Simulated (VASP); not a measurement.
**LiCl in VASP 6.6.1, single-point calculation**

INCAR

```
ISMEAR = 0
PREC = Accurate
GGA = CA
ENCUT = 520
EDIFF = 0.0001
ISIF = 2
IBRION = -1
NBANDS = 12
LCHARG = .FALSE.
LREAL = .FALSE.
AMIX = 0.1
LASPH = .TRUE.
NELM = 120
SIGMA = 0.01
LWAVE = .FALSE.
NELMIN = 8
NSW = 0
```

KPOINTS

```
KPOINTS created by Atomic Simulation Environment
0
Gamma
8 8 8
0 0 0
```

POSCAR

```
Li Cl
 1.0000000000000000
    -0.0000000000000000    2.7330425338988040    2.7330425338988040
     2.7330425338988040   -0.0000000000000000    2.7330425338988040
     2.7330425338988040    2.7330425338988040    0.0000000000000000
 Li  Cl
   1   1
Cartesian
  0.0000000000000000  0.0000000000000000  0.0000000000000000
  1.3665212669494020  1.3665212669494020  1.3665212669494020
```

The recommended LDA PAW datasets give the neutral cell 10 valence electrons.

Command

```
mpirun -np 1 vasp_std
```

OSZICAR

```
N       E                     dE             d eps       ncg     rms          rms(c)
DAV:   1     0.416099398688E+02    0.41610E+02   -0.39751E+03   696   0.752E+02
DAV:   2    -0.517474739271E+01   -0.46785E+02   -0.45192E+02   824   0.138E+02
DAV:   3    -0.803828580192E+01   -0.28635E+01   -0.28550E+01   908   0.366E+01
DAV:   4    -0.814108541492E+01   -0.10280E+00   -0.10278E+00  1072   0.693E+00
DAV:   5    -0.814166464391E+01   -0.57923E-03   -0.57922E-03   940   0.557E-01    0.224E+00
DAV:   6    -0.808780750393E+01    0.53857E-01   -0.23676E-02   832   0.644E-01    0.202E+00
DAV:   7    -0.799972407092E+01    0.88083E-01   -0.37686E-01   772   0.248E+00    0.151E+00
DAV:   8    -0.799796144333E+01    0.17626E-02   -0.18226E-02   812   0.774E-01    0.109E-01
DAV:   9    -0.799766362939E+01    0.29781E-03   -0.16109E-03   928   0.202E-01    0.491E-02
DAV:  10    -0.799766817100E+01   -0.45416E-05   -0.21248E-04   704   0.795E-02
   1 F= -.79976682E+01 E0= -.79976682E+01  d E =-.145331E-49
```

From OUTCAR

```
k-points           NKPTS =     29   k-points in BZ     NKDIM =     29   number of bands    NBANDS=     12

   NELECT =      10.0000    total number of electrons

   dimension x,y,z NGX =    30 NGY =   30 NGZ =   30
   dimension x,y,z NGXF=    60 NGYF=   60 NGZF=   60

  energy-cutoff  :      520.00
  volume of cell :       40.83
      direct lattice vectors                 reciprocal lattice vectors
     0.000000000  2.733042534  2.733042534    -0.182946293  0.182946293  0.182946293
     2.733042534  0.000000000  2.733042534     0.182946293 -0.182946293  0.182946293
     2.733042534  2.733042534  0.000000000     0.182946293  0.182946293 -0.182946293

 k-points in reciprocal lattice and weights: KPOINTS created by Atomic Simulation Env
   0.00000000  0.00000000  0.00000000       0.002
   0.12500000  0.00000000  0.00000000       0.016
   0.25000000  0.00000000  0.00000000       0.016
   0.37500000  0.00000000  0.00000000       0.016
   0.50000000  0.00000000  0.00000000       0.008
   0.12500000  0.12500000  0.00000000       0.012
   0.25000000  0.12500000  0.00000000       0.047
   0.37500000  0.12500000  0.00000000       0.047
   ...

 E-fermi :  -1.1846

 k-point     1 :       0.0000    0.0000    0.0000
  band No.  band energies     occupation
      1     -43.1252      2.00000
      2     -13.9406      2.00000
      3      -1.2867      2.00000
      4      -1.2867      2.00000
      5      -1.2867      2.00000
      6       4.3441      0.00000
      7       8.5840      0.00000
      8       8.5840      0.00000
      9       8.5840      0.00000
     10      13.1345      0.00000
     11      13.1345      0.00000
     12      15.9984      0.00000

 k-point     2 :       0.1250    0.0000    0.0000
  band No.  band energies     occupation
      1     -43.1250      2.00000
      2     -13.8983      2.00000
      3      -1.6826      2.00000
      4      -1.3351      2.00000
      5      -1.3351      2.00000
      6       4.7629      0.00000
      7       8.6951      0.00000
      8       8.7570      0.00000
      9       8.7570      0.00000
     10      12.5690      0.00000
     11      12.5690      0.00000
     12      14.9479      0.00000

 k-point     3 :       0.2500    0.0000    0.0000
  band No.  band energies     occupation
      1     -43.1243      2.00000
      2     -13.7923      2.00000
      3      -2.4839      2.00000
      4      -1.4462      2.00000
      5      -1.4462      2.00000
      6       5.6406      0.00000
      7       8.8887      0.00000
      8       8.9714      0.00000
      9       8.9714      0.00000
     10      12.3595      0.00000
     11      12.3595      0.00000
     12      14.4179      0.00000

 k-point     4 :       0.3750    0.0000    0.0000
  band No.  band energies     occupation
      1     -43.1237      2.00000
      2     -13.6805      2.00000
      3      -3.1580      2.00000
      4      -1.5503      2.00000
      5      -1.5503      2.00000
      6       6.4262      0.00000
      7       8.8617      0.00000
      8       8.8617      0.00000
      9       9.0031      0.00000
     10      13.3938      0.00000
     11      13.3938      0.00000
     12      14.5358      0.00000

 ...

  Total       -0.6025493     -0.6025493     -0.6025493     -0.0000000     -0.0000000     -0.0000000
  in kB      -23.6447107    -23.6447107    -23.6447107     -0.0000000     -0.0000000     -0.0000000
  external PRESSURE =     -23.6447107 kB  Pullay stress =       0.0000000 kB

 POSITION                                       TOTAL-FORCE (eV/Angst)
 -----------------------------------------------------------------------------------
      0.00000      0.00000      0.00000        -0.000000     -0.000000      0.000000
      1.36652      1.36652      1.36652         0.000000      0.000000     -0.000000
 -----------------------------------------------------------------------------------
    total drift:                                0.000001      0.000001      0.000001

  FREE ENERGIE OF THE ION-ELECTRON SYSTEM (eV)
  ---------------------------------------------------
  free  energy   TOTEN  =        -7.9976681710 eV

  energy  without entropy=       -7.9976681710  energy(sigma->0) =       -7.99766817
```

It converged. Results: gap between bands v and c on the k mesh 5.63 eV; least direct gap on the k mesh 5.63 eV; pressure -2.4 GPa. Band v is the last that the valence electrons fill when counted band by band, and c is the next.

For comparison, a separate LDA run of the intended cell, on usual settings and not on those above, gives a gap of 5.64 eV on its mesh and a pressure of -2.1 GPa.

The run above took about 12 s on one core of a shared host (Intel Xeon Platinum 8488C) and held 0.14 GiB at most.
